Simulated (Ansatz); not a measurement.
Something may be wrong with this Ansatz 0.2.0 calculation of Si3N4.

Contents of input.yaml:

```yaml
crystal:
  lattice:
    - [4.13078, 0.0, 0.0]
    - [0.0, 4.13078, 0.0]
    - [0.0, 0.0, 4.13078]
  atoms:
    - { symbol: Si, position: [0.0, 0.0, 0.5] }
    - { symbol: Si, position: [0.5, 0.0, 0.0] }
    - { symbol: Si, position: [0.0, 0.5, 0.0] }
    - { symbol: "N", position: [0.23952, 0.23952, 0.76048] }
    - { symbol: "N", position: [0.76048, 0.76048, 0.76048] }
    - { symbol: "N", position: [0.23952, 0.76048, 0.23952] }
    - { symbol: "N", position: [0.76048, 0.23952, 0.23952] }
hamiltonian:
  XC: lda
  pseudopotentials: { kind: paw }
kpoints:
  mp_grid: { grid: [7, 7, 7] }
scf:
  occupations: { method: fermi_dirac, width: 0.05 }
  max_iter: 50
output:
  forces: true
  stress: true
  eigenvalues: true
relax:
  f_tol: 0.01
  max_steps: 40
  cell: { stress_tol: 0.05 }
```

Potentials or basis: Ansatz PAW.

Command:

```console
$ ansatz run input.yaml --threads 4 --pin off --max-ram 11264MiB --backend cpu --events-out ev --progress --plain --runs-dir out
```

Output:

```text
Error: YAML parse error: error: line 15 column 3: unknown field `XC`, expected one of xc, dispersion, noncollinear_xc, pseudopotentials, hubbard, deformation_potential_offset, integrals
  --> <input>:15:3
   |
13 |     - { symbol: "N", position: [0.76048, 0.23952, 0.23952] }
14 | hamiltonian:
15 |   XC: lda
   |   ^ unknown field `XC`, expected one of xc, dispersion, noncollinear_xc, pseudopotentials, hubbard, deformation_potential_offset, integrals
16 |   pseudopotentials: { kind: paw }
17 | kpoints:
   |
```

Problem. What happened, and what is wrong with the input?

Solution. The program refused the input. The input holds a flaw that was put in on purpose: a misspelt key (hamiltonian.xc = XC).

A sound run on the same cell differs in these lines of the main input:
```diff
@@ -15 +15 @@
-  XC: lda
+  xc: lda
@@ -21 +20,0 @@
-  max_iter: 50
```
